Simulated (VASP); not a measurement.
A run of VASP 6.6.1 is set up as follows.

Contents of INCAR:

```
SYSTEM = TiS2
ALGO = Normal
EDIFF = 1E-7
EDIFFG = -0.005
ENCUT = 600
IBRION = 2
ISIF = 3
ISMEAR = 1
KPAR = 2
LASPH = .True.
LCHARG = .False.
LREAL = .False.
LWAVE = .False.
NELM = 80
NSW = 90
PREC = Accurate
SIGMA = 0.1
```

KPOINTS

```
k-points
0
Gamma
  12 12 7
  0 0 0
```

File POSCAR:

```
TiS2                                    
1.0
    3.3143739951     -0.0000000000      0.0000000000
   -1.6571869975      2.8703320774     -0.0000000000
   -0.0000000000      0.0000000000      5.4468436834
  Ti              S             
     1     2
Direct
     0.0000000000000000    0.0000000000000000    0.0000000000000000
     0.3333333332999970    0.6666666667000030    0.2612242069326095
     0.6666666667000030    0.3333333332999970    0.7387757930673906
```

Potentials or basis: VASP PAW LDA potentials, release 64 (Ti_sv, S).

Command:

```sh
$ cat potpaw_LDA.64/Ti_sv/POTCAR potpaw_LDA.64/S/POTCAR > POTCAR
$ mpirun -np 2 vasp_std > vasp.out
```

Task: What does it give for the space group after relaxing (to 0.05 Å)?

Result: P-3m1 (No. 164).

Task: Estimate the relaxed volume.

Result: 17.27 Å³/atom.

Task: What does it give for the band gap on the k mesh?

Result: None (metal or under the smearing width).

Final structure:
```xyz
3
Lattice="3.3129 0.0000 0.0000 -1.6565 2.8691 0.0000 0.0000 0.0000 5.4495" Properties=species:S:1:pos:R:3 pbc="T T T"
Ti   -1.6565    2.8691    5.4495
S     0.0000    1.9127    1.4237
S     1.6565    0.9564    4.0258
```
